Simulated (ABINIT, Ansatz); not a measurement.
## One calculation of Al, 3 ways

```
Al
1.0
     2.81246    0.00000    0.00000
    -1.40623    2.43566    0.00000
     0.00000    0.00000    4.86685
Al
2
Direct
  0.33333 0.66667 0.25000
  0.66667 0.33333 0.75000
```

This isn't the form of Al at room conditions, which is fcc.

Alike in all runs: task single point; functional PBEsol; k mesh 11 × 11 × 6; occupations fermi-dirac, width 0.05 eV; no spin polarisation; no spin-orbit coupling. Pressure is positive in compression and, in plane waves, holds the error of the finite cutoff, which Ansatz's Pulay term estimates and takes out.

| program and potentials | plane-wave cutoff (eV) | notes | pressure (GPa) |
| --- | --- | --- | --- |
| Ansatz, Ansatz PAW | 420 | potentials made for PBE, which Ansatz adapts in part; Pulay term of +0.06 GPa included | -1.34 |
| Ansatz, all-electron LAPW, scalar-relativistic | - | - | -1.32 |
| ABINIT, PseudoDojo NC SR PBEsol v0.4.1 standard | 544 | - | -1.46 |

The pressure spans -1.46 (ABINIT, PseudoDojo NC SR PBEsol v0.4.1 standard) to -1.32 GPa (Ansatz, all-electron LAPW, scalar-relativistic), with all-electron results at -1.32.

The functional is the same throughout but for its coding, so the spread measures potentials, basis and numerics; runs on potential files found faulty are left out.
